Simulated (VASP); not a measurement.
# Ag (Im-3m) in VASP: a series of runs

One crystal, Ag, is run at these levels: PBE; tasks: relaxation of cell and atoms.

Program: VASP 6.6.1. These are calculated values, not measurements. Logs are shortened: lines on timing, memory, paths and dates and some standing lists are left out, and cuts for length are marked.

**1. Starting point**

It takes space group Im-3m (No. 229, cubic). Conventional cell: a = 3.311 Å, b = 3.311 Å, c = 3.311 Å, α = 90.00°, β = 90.00°, γ = 90.00°. Around Ag (site symmetry m-3m) lie 8 Ag at 2.87 Å.

This isn't the form of Ag at room conditions, which is fcc.

**2. Relaxation of cell and atoms, PBE**

Contents of INCAR:

```
PREC = Accurate
ENCUT = 600
EDIFF = 1E-6
ISMEAR = -1
SIGMA = 0.05
LREAL = False
LASPH = True
NELM = 100
ALGO = Fast
ISIF = 3
LWAVE = False
LCHARG = False
GGA = PE
IBRION = 2
NSW = 40
EDIFFG = -0.005
```

Contents of KPOINTS:

```
Automatic mesh
0
Gamma
  11 11 11
```

Contents of POSCAR:

```
Ag
1.0
   -1.6556540000      1.6556540000      1.6556540000
    1.6556540000     -1.6556540000      1.6556540000
    1.6556540000      1.6556540000     -1.6556540000
Ag
1
Direct
    0.0000000000      0.0000000000      0.0000000000
```

Potentials or basis: VASP PAW PBE potentials, release 64 (Ag).

Command:

```sh
> cat potpaw_PBE.64/Ag/POTCAR > POTCAR
> mpirun -np 1 vasp_std > vasp.out
```

OUTCAR:

```text
PREC = Accurate
   ENCUT = 600
   EDIFF = 1E-6
   ISMEAR = -1
   LREAL = False
   LASPH = True
   NELM = 100
   ISIF = 3
   GGA = PE
   IBRION = 2
   NSW = 40
   EDIFFG = -0.005

 ion  position               nearest neighbor table
   1  0.000  0.000  0.000-

  LATTYP: Found a body centered cubic cell.
 ALAT       =     3.3113080000

  Lattice vectors:

 A1 = (  -1.6556540000,   1.6556540000,   1.6556540000)
 A2 = (   1.6556540000,  -1.6556540000,   1.6556540000)
 A3 = (   1.6556540000,   1.6556540000,  -1.6556540000)

Analysis of symmetry for initial positions (statically):
=====================================================================
 Subroutine PRICEL returns:
 Original cell was already a primitive cell.

 Routine SETGRP: Setting up the symmetry group for a
 body centered cubic supercell.

 Subroutine GETGRP returns: Found 48 space group operations
 (whereof 48 operations were pure point group operations)
 out of a pool of 48 trial point group operations.

The static configuration has the point symmetry O_h .

Analysis of symmetry for dynamics (positions and initial velocities):
=====================================================================
 Subroutine PRICEL returns:
 Original cell was already a primitive cell.

 Routine SETGRP: Setting up the symmetry group for a
 body centered cubic supercell.

 Subroutine GETGRP returns: Found 48 space group operations
 (whereof 48 operations were pure point group operations)
 out of a pool of 48 trial point group operations.

The dynamic configuration has the point symmetry O_h .

 Subroutine INISYM returns: Found 48 space group operations
 (whereof 48 operations are pure point group operations),
 and found     1 'primitive' translations

----------------------------------------------------------------------------------------

                                     Primitive cell

  volume of cell :      18.1538

  direct lattice vectors                    reciprocal lattice vectors
    -1.655654000  1.655654000  1.655654000     0.000000000  0.301995465  0.301995465
     1.655654000 -1.655654000  1.655654000     0.301995465  0.000000000  0.301995465
     1.655654000  1.655654000 -1.655654000     0.301995465  0.301995465  0.000000000

  length of vectors
     2.867676848  2.867676848  2.867676848     0.427086083  0.427086083  0.427086083

  position of ions in fractional coordinates (direct lattice)
     0.000000000  0.000000000  0.000000000

  ion indices of the primitive-cell ions
   primitive index   ion index
                 1           1

----------------------------------------------------------------------------------------

 KPOINTS: Automatic mesh

Automatic generation of k-mesh.
 Grid dimensions read from file:
 generate k-points for:   11   11   11

 Generating k-lattice:

  Cartesian coordinates                     Fractional coordinates (reciprocal lattice)
     0.000000000  0.027454133  0.027454133     0.090909091  0.000000000  0.000000000
     0.027454133  0.000000000  0.027454133     0.000000000  0.090909091  0.000000000
     0.027454133  0.027454133  0.000000000     0.000000000  0.000000000  0.090909091

  Length of vectors
     0.038826008  0.038826008  0.038826008

  Shift w.r.t. Gamma in fractional coordinates (k-lattice)
     0.000000000  0.000000000  0.000000000

 Subroutine IBZKPT returns following result:
 ===========================================

 Found     56 irreducible k-points:

 Following reciprocal coordinates:
            Coordinates               Weight
  0.000000  0.000000  0.000000      1.000000
  0.090909  0.000000  0.000000     12.000000
  0.181818  0.000000  0.000000     12.000000
  0.272727  0.000000  0.000000     12.000000
  0.363636  0.000000  0.000000     12.000000
  0.454545  0.000000  0.000000     12.000000
[... 16 lines left out ...]
  0.272727  0.181818  0.090909     48.000000
  0.363636  0.181818  0.090909     24.000000
 [... further k-points ...]
   k-points           NKPTS =     56   k-points in BZ     NKDIM =     56   number of bands    NBANDS=      9
   number of dos      NEDOS =    301   number of ions     NIONS =      1
   total plane-waves  NPLWV =  13824
   dimension x,y,z NGX =    24 NGY =   24 NGZ =   24
   dimension x,y,z NGXF=    48 NGYF=   48 NGZF=   48
   ions per type =               1
   NGX,Y,Z   is equivalent  to a cutoff of  13.91, 13.91, 13.91 a.u.
   NGXF,Y,Z  is equivalent  to a cutoff of  27.83, 27.83, 27.83 a.u.
 SYSTEM =  unknown system
   PREC   = accura    normal or accurate (medium, high low for compatibility)
   ISTART =      0    job   : 0-new  1-cont  2-samecut
   ICHARG =      2    charge: 1-file 2-atom 10-const
   ISPIN  =      1    spin polarized calculation?
   LNONCOLLINEAR =      F non collinear calculations
   LSORBIT =      F    spin-orbit coupling
   LASPH  =      T    aspherical Exc in radial PAW
   ENCUT  =  600.0 eV  44.10 Ry    6.64 a.u.   5.73  5.73  5.73*2*pi/ulx,y,z
   NELM   =    100;   NELMIN=  2; NELMDL= -5     # of ELM steps
   EDIFF  = 0.1E-05   stopping-criterion for ELM
   LREAL  =      F    real-space projection
   EDIFFG = -.5E-02   stopping-criterion for IOM
   NSW    =     40    number of steps for IOM
   IBRION =      2    ionic relax: 0-MD 1-quasi-New 2-CG
   NFREE  =      1    steps in history (QN), initial steepest desc. (CG)
   ISIF   =      3    stress and relaxation
   ISYM   =      2    0-nonsym 1-usesym 2-fastsym
   POTIM  = 0.5000    time-step for ionic-motion
   TEBEG  =    0.0;   TEEND  =   0.0 temperature during run
   PSTRESS=    0.0 pullay stress
   NELECT =      11.0000    total number of electrons
   NUPDOWN=      -1.0000    fix difference up-down
   EMIN   =  10.00;   EMAX   =-10.00  energy-range for DOS
   EFERMI =   0.00;   METHOD = LEGACY
   ISMEAR =    -1;   SIGMA  =   0.05  broadening in eV -4-tet -1-fermi 0-gaus
   EFERMI_NEDOS =   21; number of points for ismear=-14 and -15
   IALGO  =     68    algorithm
   IMIX   =      4    mixing-type and parameters
     AMIX     =   0.40;   BMIX     =  1.00
     AMIX_MAG =   1.60;   BMIX_MAG =  1.00
  volume/ion in A,a.u.               =      18.15       122.51
  Fermi-wavevector in a.u.,A,eV,Ry     =   1.385318  2.617871 26.111022  1.919106
  Thomas-Fermi vector in A             =   2.509739
   LORBIT       =      0    0 simple, 1 ext, 2 COOP (PROOUT), +10 PAW based schemes
   GGA     = PE    functional components
   LHFCALC =     F    Hartree Fock is set to
   AEXX    =    0.0000 exact exchange contribution
   IVDW    =     0    specifies the selected vdW correction
   LEPSILON=     F    determine dielectric tensor
   LRPA    =     F    only Hartree local field effects (RPA)
 conjugate gradient relaxation of ions
 non-spin polarized calculation
 RMM-DIIS sequential band-by-band and
  energy-cutoff  :      600.00
  volume of cell :       18.15
 maximum number of plane-waves:       621
   NGX = 11   NGY = 11   NGZ = 11

--------------------------------------- Ionic step        1  -------------------------------------------

 number of electron      11.0000001 magnetization

 Free energy of the ion-electron system (eV)
  ---------------------------------------------------
  ext. energy  EPLUGINS =         0.00000000
  ---------------------------------------------------
  free energy    TOTEN  =        -2.69553051 eV

  energy without entropy =       -2.69214362  energy(sigma->0) =       -2.69383706

------------------------ aborting loop because EDIFF is reached ----------------------------------------

  FORCE on cell =-STRESS in cart. coord.  units (eV):
  Direction    XX          YY          ZZ          XY          YZ          ZX
  --------------------------------------------------------------------------------------
  -------------------------------------------------------------------------------------
  Total       -0.1014698     -0.1014698     -0.1014698      0.0000000      0.0000000      0.0000000
  in kB       -8.9552652     -8.9552652     -8.9552652      0.0000000      0.0000000      0.0000000
  external PRESSURE =      -8.9552652 kB  Pullay stress =       0.0000000 kB
[... 90 lines left out ...]
  energy  without entropy=       -2.6926690773  energy(sigma->0) =       -2.69439274

--------------------------------------- Ionic step        4  -------------------------------------------

 number of electron      11.0000003 magnetization

 Free energy of the ion-electron system (eV)
  ---------------------------------------------------
  ext. energy  EPLUGINS =         0.00000000
  ---------------------------------------------------
  free energy    TOTEN  =        -2.69611738 eV

  energy without entropy =       -2.69267332  energy(sigma->0) =       -2.69439535

 E-fermi :   7.7210     XC(G=0): -11.9010

 val. band max:        7.6929611474   @ k =  -0.3636   0.4545   0.0909
 cond. band min:       7.9090723554   @ k =  -0.4545   0.4545   0.0909
 fundamental gap:      0.2161112080
 Fermi energy:         7.7209651801

 k-point     1 :       0.0000    0.0000    0.0000
  band No.  band energies     occupation
      1       0.3425      2.00000
      2       2.9983      2.00000
      3       2.9983      2.00000
      4       2.9983      2.00000
      5       4.2224      2.00000
      6       4.2224      2.00000
      7      25.5222      0.00000
      8      25.5222      0.00000
      9      25.5222      0.00000
[... 265 lines left out ...]
 k-point    24 :       0.3636    0.1818    0.0909
  band No.  band energies     occupation
      1       2.1779      2.00000
      2       2.4499      2.00000
      3       3.6625      2.00000
      4       4.2633      2.00000
      5       4.3722      2.00000
      6      10.4458      0.00000
      7      11.9546      0.00000
      8      16.3477      0.00000
      9      18.8491      0.00000

 [... further k-points ...]

------------------------ aborting loop because EDIFF is reached ----------------------------------------

  FORCE on cell =-STRESS in cart. coord.  units (eV):
  Direction    XX          YY          ZZ          XY          YZ          ZX
  --------------------------------------------------------------------------------------
  -------------------------------------------------------------------------------------
  Total       -0.0006430     -0.0006430     -0.0006430      0.0000000      0.0000000      0.0000000
  in kB       -0.0573574     -0.0573574     -0.0573574      0.0000000      0.0000000      0.0000000
  external PRESSURE =      -0.0573574 kB  Pullay stress =       0.0000000 kB
[... 16 lines left out ...]
  FREE ENERGIE OF THE ION-ELECTRON SYSTEM (eV)
  ---------------------------------------------------
  free  energy   TOTEN  =        -2.6961173816 eV

  energy  without entropy=       -2.6926733156  energy(sigma->0) =       -2.69439535

 reached required accuracy - stopping structural energy minimisation
```

Run time: 11 s. Hardware: 1 thread of Intel Xeon 6975P-C (Granite Rapids), shared host; peak memory 0.14 GiB.

What came out:

| Property | Result |
| --- | --- |
| Free energy | -2.6961 eV |
| Relaxed volume | 17.96 Å³/atom |
| Relaxed cell | a = 2.857 Å, b = 2.857 Å, c = 2.857 Å, α = 109.47°, β = 109.47°, γ = 109.47° |
| Space group after relaxing (to 0.05 Å) | Im-3m (No. 229) |
| Energy gained by relaxing | 0.6 meV/atom |
| Ionic steps | 4 |
| Pressure after relaxing | 0.0 GPa |
| Band gap on the k mesh | none (metal or under the smearing width) |

Step by step:
| step | energy change (eV) | largest force (eV/Å) | pressure (GPa) | volume (Å³) |
| --- | --- | --- | --- | --- |
| 1 | 0.0000 | 0.0000 | -0.90 | 18.15 |
| 2 | -0.0005 | 0.0000 | 0.26 | 17.89 |
| 3 | -0.0006 | 0.0000 | 0.05 | 17.95 |
| 4 | -0.0006 | 0.0000 | -0.01 | 17.96 |

Final structure:
```
Ag
1.0
    -1.64976    1.64976    1.64976
     1.64976   -1.64976    1.64976
     1.64976    1.64976   -1.64976
Ag
1
Direct
  0.00000 0.00000 0.00000
```

**3. Relaxation of cell and atoms, PBE**

INCAR is that of step 2.

KPOINTS is that of step 2.

POSCAR is that of step 2.

Potentials or basis: VASP PAW PBE potentials, release 64 (Ag_sv_GW).

Command:

```sh
> cat potpaw_PBE.64/Ag_sv_GW/POTCAR > POTCAR
> mpirun -np 1 vasp_std > vasp.out
```

It took 36 s on 1 thread of Intel Xeon 6975P-C (Granite Rapids), shared host; peak memory 0.15 GiB.

It converged, with:

| Property | Result |
| --- | --- |
| Free energy | -0.6425 eV |
| Relaxed volume | 17.83 Å³/atom |
| Relaxed cell | a = 2.851 Å, b = 2.851 Å, c = 2.851 Å, α = 109.47°, β = 109.47°, γ = 109.47° |
| Space group after relaxing (to 0.05 Å) | Im-3m (No. 229) |
| Energy gained by relaxing | 1.6 meV/atom |
| Ionic steps | 3 |
| Pressure after relaxing | 0.0 GPa |
| Band gap on the k mesh | none (metal or under the smearing width) |

Step by step:
| step | energy change (eV) | largest force (eV/Å) | pressure (GPa) | volume (Å³) |
| --- | --- | --- | --- | --- |
| 1 | 0.0000 | 0.0000 | -1.42 | 18.15 |
| 2 | -0.0014 | 0.0000 | 0.61 | 17.74 |
| 3 | -0.0016 | 0.0000 | 0.03 | 17.83 |

Final structure:
```cif
data_structure
_symmetry_space_group_name_H-M 'P 1'
_symmetry_Int_Tables_number 1
_cell_length_a 2.8506
_cell_length_b 2.8506
_cell_length_c 2.8506
_cell_angle_alpha 109.471
_cell_angle_beta 109.471
_cell_angle_gamma 109.471
_cell_volume 17.83
loop_
_atom_site_label
_atom_site_type_symbol
_atom_site_fract_x
_atom_site_fract_y
_atom_site_fract_z
_atom_site_occupancy
Ag1 Ag 0.00000 0.00000 0.00000 1
```

Levels at points of the mesh, in eV from the Fermi level:
```tsv
k point	band 7	band 8	band 9	band 10	band 11	band 12	band 13
(0.00, 0.00, 0.00)	-4.73	-4.73	-3.48	-3.48	17.67	17.67	17.67
```

**4. Relaxation of cell and atoms, PBE**

INCAR is that of step 3.

KPOINTS is that of step 3.

POSCAR is that of step 3.

Potentials or basis: VASP PAW PBE potentials, release 64 (Ag_GW).

Command:

```sh
> cat potpaw_PBE.64/Ag_GW/POTCAR > POTCAR
> mpirun -np 1 vasp_std > vasp.out
```

Wall time 30 s (1 thread of Intel Xeon 6975P-C (Granite Rapids), shared host); peak memory 0.15 GiB.

The run converged. Its results:

- Free energy: -2.7046 eV
- Relaxed volume: 17.95 Å³/atom
- Relaxed cell: a = 2.857 Å, b = 2.857 Å, c = 2.857 Å, α = 109.47°, β = 109.47°, γ = 109.47°
- Space group after relaxing (to 0.05 Å): Im-3m (No. 229)
- Energy gained by relaxing: 0.7 meV/atom
- Ionic steps: 7
- Pressure after relaxing: 0.0 GPa
- Band gap on the k mesh: none (metal or under the smearing width)

Step by step:
```tsv
step	energy change (eV)	largest force (eV/Å)	pressure (GPa)	volume (Å³)
1	0.0000	0.0000	-1.10	18.15
2	-0.0005	0.0000	0.64	17.83
3	-0.0007	0.0000	0.07	17.94
4	-0.0007	0.0000	-0.05	17.95
5	-0.0007	0.0000	-0.05	17.95
6	-0.0007	0.0000	-0.05	17.95
7	-0.0007	0.0000	-0.04	17.95
```

Final structure:
```cif
data_structure
_symmetry_space_group_name_H-M 'P 1'
_symmetry_Int_Tables_number 1
_cell_length_a 2.8567
_cell_length_b 2.8567
_cell_length_c 2.8567
_cell_angle_alpha 109.471
_cell_angle_beta 109.471
_cell_angle_gamma 109.471
_cell_volume 17.95
loop_
_atom_site_label
_atom_site_type_symbol
_atom_site_fract_x
_atom_site_fract_y
_atom_site_fract_z
_atom_site_occupancy
Ag1 Ag 0.00000 0.00000 0.00000 1
```

Levels at points of the mesh, in eV from the Fermi level:
| k point | band 3 | band 4 | band 5 | band 6 | band 7 | band 8 | band 9 |
| --- | --- | --- | --- | --- | --- | --- | --- |
| (0.00, 0.00, 0.00) | -4.72 | -4.72 | -3.49 | -3.49 | 9.89 | 17.66 | 17.66 |

**5. Relaxation of cell and atoms, PBE**

INCAR is that of step 4.

KPOINTS is that of step 4.

POSCAR is that of step 4.

Potentials or basis: VASP PAW PBE potentials, release 54 (Ag).

Command:

```sh
> cat potpaw_PBE.54/Ag/POTCAR > POTCAR
> mpirun -np 1 vasp_std > vasp.out
```

It took 12 s on 1 thread of Intel Xeon 6975P-C (Granite Rapids), shared host; peak memory 0.15 GiB.

Results (log left out):

```
Free energy                            : -2.6961 eV
Relaxed volume                         : 17.96 Å³/atom
Relaxed cell                           : a = 2.857 Å, b = 2.857 Å, c = 2.857 Å, α = 109.47°, β = 109.47°, γ = 109.47°
Space group after relaxing (to 0.05 Å) : Im-3m (No. 229)
Energy gained by relaxing              : 0.6 meV/atom
Ionic steps                            : 4
Pressure after relaxing                : 0.0 GPa
Band gap on the k mesh                 : none (metal or under the smearing width)
```

Step by step:
```
step  energy change (eV)  largest force (eV/Å)  pressure (GPa)  volume (Å³)
   1              0.0000                0.0000           -0.90        18.15
   2             -0.0005                0.0000            0.26        17.89
   3             -0.0006                0.0000            0.05        17.95
   4             -0.0006                0.0000           -0.01        17.96
```

Final structure:
```xyz
1
Lattice="-1.6498 1.6498 1.6498 1.6498 -1.6498 1.6498 1.6498 1.6498 -1.6498" Properties=species:S:1:pos:R:3 pbc="T T T"
Ag    0.0000    0.0000    0.0000
```

Levels at points of the mesh, in eV from the Fermi level:
| k point | band 2 | band 3 | band 4 | band 5 | band 6 | band 7 | band 8 | band 9 |
| --- | --- | --- | --- | --- | --- | --- | --- | --- |
| (0.00, 0.00, 0.00) | -4.72 | -4.72 | -4.72 | -3.50 | -3.50 | 17.80 | 17.80 | 17.80 |

**6. The reference run**

An earlier run on the cell as given: functional PBE; potentials or basis VASP PAW PBE potentials, release 64 (Ag); cutoff 520 eV; k mesh 11 × 11 × 11; occupations fermi-dirac, width 0.05 eV; no spin polarisation.

- Pressure: -0.9 GPa
- Band gap on the k mesh: none (metal or under the smearing width)

**7. Summary**

| task | potentials or basis | cell | cutoff (eV) | gap on the mesh (eV) | pressure (GPa) | relaxed volume (Å³/atom) |
| --- | --- | --- | --- | --- | --- | --- |
| relaxation of cell and atoms | VASP PAW PBE potentials, release 64 (Ag) | relaxed | 600 | none | 0.0 | 17.96 |
| relaxation of cell and atoms | VASP PAW PBE potentials, release 64 (Ag_sv_GW) | relaxed | 600 | none | 0.0 | 17.83 |
| relaxation of cell and atoms | VASP PAW PBE potentials, release 64 (Ag_GW) | relaxed | 600 | none | 0.0 | 17.95 |
| relaxation of cell and atoms | VASP PAW PBE potentials, release 54 (Ag) | relaxed | 600 | none | 0.0 | 17.96 |
| single point | VASP PAW PBE potentials, release 64 (Ag) | as given | 520 | none | -0.9 | - |

Alike in all rows: level PBE; no spin polarisation; k mesh 11 × 11 × 11; smearing fermi-dirac 0.05 eV.

Absolute energies hang on the potentials; compare differences alone.
